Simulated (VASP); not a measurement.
A run of VASP 6.6.1 is set up as follows.

The input INCAR:

```
PREC = Accurate
ENCUT = 600
EDIFF = 1E-6
ISMEAR = 0
SIGMA = 0.03
LREAL = False
LASPH = True
NELM = 80
ALGO = Normal
ISIF = 3
LWAVE = False
LCHARG = False
GGA = PS
IBRION = 2
NSW = 90
EDIFFG = -0.01
```

KPOINTS

```
regular mesh
0
Gamma
  8 8 8
```

Contents of POSCAR:

```
CdSe
1.0
    0.0000000000      3.0702712000      3.0702712000
    3.0702712000      0.0000000000      3.0702712000
    3.0702712000      3.0702712000      0.0000000000
Cd Se
1 1
Direct
    0.0000000000      0.0000000000      0.0000000000
    0.2500000000      0.2500000000      0.2500000000
```

Potentials or basis: VASP PAW PBE potentials, release 64 (Cd, Se).

Launch:

```bash
$ cat potpaw_PBE.64/Cd/POTCAR potpaw_PBE.64/Se/POTCAR > POTCAR
$ mpirun -np 1 vasp_std > vasp.out
```

Q: Predict the space group after relaxing (to 0.05 Å).

A: F-43m (No. 216).

Q: Estimate the relaxed volume.

A: 28.27 Å³/atom.

Q: What does it give for the band gap on the k mesh?

A: 0.47 eV, direct.

The path:
| step | energy change (eV) | largest force (eV/Å) | pressure (GPa) | volume (Å³) |
| --- | --- | --- | --- | --- |
| 1 | 0.0000 | 0.0000 | -1.15 | 57.88 |
| 2 | -0.0045 | 0.0000 | 0.33 | 56.16 |
| 3 | -0.0049 | 0.0000 | 0.02 | 56.53 |

Caveat: the PAW data sets were made with another functional, which shifts forces and pressure a little. Expect the measured gap to be larger: semilocal functionals such as PBEsol lack the derivative discontinuity.
